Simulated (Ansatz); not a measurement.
The calculation used DFT PBE, scalar-relativistic, plane waves, PAW (Ansatz 0.2.0). Settings: cutoff 420 eV, Γ-centred meshes spaced at most about 0.3 Å⁻¹, and about 0.25 Å⁻¹ or finer for metals (2π included), Gaussian smearing. No spin polarisation in the final relaxations.

All energies are static (0 K, no zero-point motion).

Compare these two cells of BiSe3, each relaxed at this level.

A.

```cif
data_structure
_symmetry_space_group_name_H-M 'Pm-3m'
_symmetry_Int_Tables_number 221
_cell_length_a 4.5411
_cell_length_b 4.5411
_cell_length_c 4.5411
_cell_angle_alpha 90.000
_cell_angle_beta 90.000
_cell_angle_gamma 90.000
_cell_volume 93.64
loop_
_atom_site_label
_atom_site_type_symbol
_atom_site_symmetry_multiplicity
_atom_site_Wyckoff_symbol
_atom_site_fract_x
_atom_site_fract_y
_atom_site_fract_z
_atom_site_occupancy
Bi1 Bi 1 a 0.00000 0.00000 0.00000 1
Se1 Se 3 c 0.00000 0.50000 0.50000 1
```

B.

```cif
data_structure
_symmetry_space_group_name_H-M 'P4/mbm'
_symmetry_Int_Tables_number 127
_cell_length_a 5.9804
_cell_length_b 5.9804
_cell_length_c 5.9559
_cell_angle_alpha 90.000
_cell_angle_beta 90.000
_cell_angle_gamma 90.000
_cell_volume 213.01
loop_
_atom_site_label
_atom_site_type_symbol
_atom_site_symmetry_multiplicity
_atom_site_Wyckoff_symbol
_atom_site_fract_x
_atom_site_fract_y
_atom_site_fract_z
_atom_site_occupancy
Bi1 Bi 2 c 0.00000 0.50000 0.50000 1
Se1 Se 4 g 0.85922 0.35922 0.00000 1
Se2 Se 2 b 0.50000 0.50000 0.50000 1
```

Question: Which form is favoured at zero pressure, and by what margin per atom?

Answer: B is lower, by 0.30 eV/atom. A has Bi and Se ordered on fcc sites, space group Pm-3m (No. 221), 23.4 Å³/atom and no gap on its mesh; B has space group P4/mbm (No. 127), 26.6 Å³/atom and no gap. Counting Se atoms around Bi (those within 1.25 times the shortest such distance or 1.15 times the sum of covalent radii, 1.27 where that leaves under three; the shortest distance is added where it exceeds 1.18 times the sum of covalent radii), A has Bi 12 from 3.2 Å and B has Bi 8. B holds Se–Se pairs (shortest 2.38 Å); in A the shortest Se–Se distance is 3.21 Å. The lower one is the more open, so pressure narrows the difference. Even the lower one lies +0.10 eV/atom against the reference forms of the elements (uncorrected), so neither is stable at this level. Both come from invented guesses.

These runs have no spin–orbit coupling, which can matter for Bi. In Pm-3m an odd number of electrons in the primitive cell allows no gap without spin; a larger cell or a magnetic state could open one. A magnetic state wasn't ruled out in cells without spin, among them Pm-3m. Cells relaxed within their symmetry can be saddle points.

The preference for B by 0.30 eV/atom probably comes mainly from selenium–selenium bonding. Its 2.38 Å contact is close to a normal Se–Se single bond, so half-filled Se p states pair into bonding and antibonding levels, whereas the close-packed arrangement in A offers no such pairs. Pairing also lowers the demand for electrons. With only isolated selenide ions, A would need bismuth far beyond its accessible oxidation states. B contains one diselenide unit and one selenide per Bi, which still leaves it one electron short of a balanced Bi(III) description, in keeping with the missing gap.

In both cells Bi sits on an inversion centre, which prevents the off-centre displacement by which its 6s lone pair often gains energy through mixing with p states. This may contribute to B's positive energy relative to the elements. That result fits the known chemistry, in which Bi2Se3 together with selenium is the expected outcome at this composition. The comparison ranks two trial structures and doesn't identify the best arrangement for BiSe3.
